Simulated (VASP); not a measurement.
Input of a VASP 6.6.1 run:

File POSCAR:

```
GaN                                     
1.0
    0.0000000000      2.2475536595      2.2475536595
    2.2475536595      0.0000000000      2.2475536595
    2.2475536595      2.2475536595      0.0000000000
  Ga              N             
     1     1
Direct
     0.0000000000000000    0.0000000000000000    0.0000000000000000
     0.7500000000000000    0.7500000000000000    0.7500000000000000
```

The input INCAR.step1:

```
  PREC = Accurate
  ENCUT = 520
  EDIFF = 1E-5
  ISMEAR = 0
  SIGMA = 0.03
  LREAL = False
  LASPH = True
  NELM = 80
  ALGO = Normal
  ISIF = 2
  LWAVE = True
  LCHARG = False
  NBANDS = 16
  GGA = PE
```

File INCAR.step2:

```
  PREC = Accurate
  ENCUT = 520
  EDIFF = 1E-6
  ISMEAR = 0
  SIGMA = 0.03
  LREAL = False
  LASPH = True
  NELM = 80
  ALGO = Normal
  ISIF = 2
  LWAVE = False
  LCHARG = False
  METAGGA = MBJ
  NBANDS = 16
  ISTART = 1
```

The input KPOINTS:

```
regular mesh
0
Gamma
  10 10 10
```

The input KPOINTS_OPT:

```
explicit points
209
Reciprocal
 0.0000000000  0.0000000000  0.0000000000 1
 0.0263157895  0.0000000000  0.0263157895 1
 0.0526315789  0.0000000000  0.0526315789 1
 0.0789473684  0.0000000000  0.0789473684 1
 0.1052631579  0.0000000000  0.1052631579 1
 0.1315789474  0.0000000000  0.1315789474 1
[... 201 lines left out ...]
 0.4250000000  0.0000000000  0.4250000000 1
 0.4500000000  0.0000000000  0.4500000000 1
```

Potentials or basis: VASP PAW PBE potentials, release 64 (Ga_d, N).

The run is started by

```bash
$ cat potpaw_PBE.64/Ga_d/POTCAR potpaw_PBE.64/N/POTCAR > POTCAR
$ cp INCAR.step1 INCAR
$ mpirun -np 1 vasp_std > vasp.out
$ cp INCAR.step2 INCAR
$ mpirun -np 1 vasp_std > vasp.out
```

Task: Predict the band gap on the k mesh.

Result: 2.91 eV, direct.

Task: What does it give for the band gap along the path?

Result: 2.91 eV, direct.

Levels at the corners of the path, in eV from the valence-band top:
```tsv
point	band 6	band 7	band 8	band 9	band 10	band 11	band 12	band 13
Γ	-12.82	0.00	0.00	0.00	2.91	11.76	11.76	11.77
X	-11.62	-5.61	-2.55	-2.55	4.62	8.15	13.25	15.92
X	-11.62	-5.61	-2.55	-2.55	4.62	8.15	13.25	15.92
W	-11.38	-5.18	-3.44	-3.31	7.35	9.99	11.66	12.35
W	-11.38	-5.18	-3.44	-3.31	7.35	9.99	11.66	12.35
K	-11.47	-5.35	-3.92	-2.05	6.25	9.34	12.52	14.36
K	-11.47	-5.35	-3.92	-2.05	6.25	9.34	12.52	14.36
Γ	-12.82	0.00	0.00	0.00	2.91	11.76	11.76	11.77
Γ	-12.82	0.00	0.00	0.00	2.91	11.76	11.76	11.77
L	-11.93	-6.49	-0.92	-0.92	6.05	10.12	11.64	11.64
L	-11.93	-6.49	-0.92	-0.92	6.05	10.12	11.64	11.64
U	-11.47	-5.35	-3.92	-2.05	6.25	9.34	12.52	14.36
U	-11.47	-5.35	-3.92	-2.05	6.25	9.34	12.52	14.36
W	-11.38	-5.18	-3.44	-3.31	7.35	9.99	11.66	12.35
W	-11.38	-5.18	-3.44	-3.31	7.35	9.99	11.66	12.35
L	-11.93	-6.49	-0.92	-0.92	6.05	10.12	11.64	11.64
L	-11.93	-6.49	-0.92	-0.92	6.05	10.12	11.64	11.64
K	-11.47	-5.35	-3.92	-2.05	6.25	9.34	12.52	14.36
U	-11.47	-5.35	-3.92	-2.05	6.25	9.34	12.52	14.36
X	-11.62	-5.61	-2.55	-2.55	4.62	8.15	13.25	15.92
```

**The experiment to reproduce.**

From a printed reference work, textbook, for a bulk crystal of GaN at 0 K: band gap 3.299 eV (direct).

A measured gap of GaN is 3.299 eV (direct; 0 K; a printed reference work, textbook); the calculated 2.91 eV misses it by -0.39 eV. Spin-orbit coupling on Ga is left out. The value is that of TB-mBJ, without temperature or zero-point motion. The cell is a database's relaxed one, not the measured one, which moves gaps too.
